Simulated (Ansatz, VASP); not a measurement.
One calculation of SiC, two programs

```
Si C
1.0
     3.06659    0.00000    0.00000
    -1.53329    2.65574    0.00000
     0.00000    0.00000    5.03321
Si C
2 2
Direct
  0.33333 0.66667 0.00460
  0.66667 0.33333 0.50460
  0.33333 0.66667 0.38040
  0.66667 0.33333 0.88040
```

Alike in both runs: task single point; functional r2SCAN; k mesh 8 × 8 × 6; no spin polarisation.

|  | VASP | Ansatz |
| --- | --- | --- |
| version | VASP 6.6.1 | Ansatz 0.2.0 |
| potentials or method | VASP PAW PBE potentials, release 64 (Si, C) | PAW with Ansatz's default frozen-core files, scalar-relativistic |
| plane-wave cutoff (eV) | 520 | 500 |
| occupations | gaussian, width 0.01 eV | fixed |
| valence electrons in the cell | 16 | 16 |

|  | VASP | Ansatz | Ansatz less VASP |
| --- | --- | --- | --- |
| gap on the k mesh at the Fermi level (eV) | 2.91 | 2.90 | -0.007 |
| pressure (GPa) | 1.8 | 2.0 | +0.19 |

Caveats: the PAW data sets were made with another functional, which shifts forces and pressure a little (VASP). r2SCAN opens gaps a little over a GGA but as a rule still falls short of measured ones. A k mesh can miss the band edges.
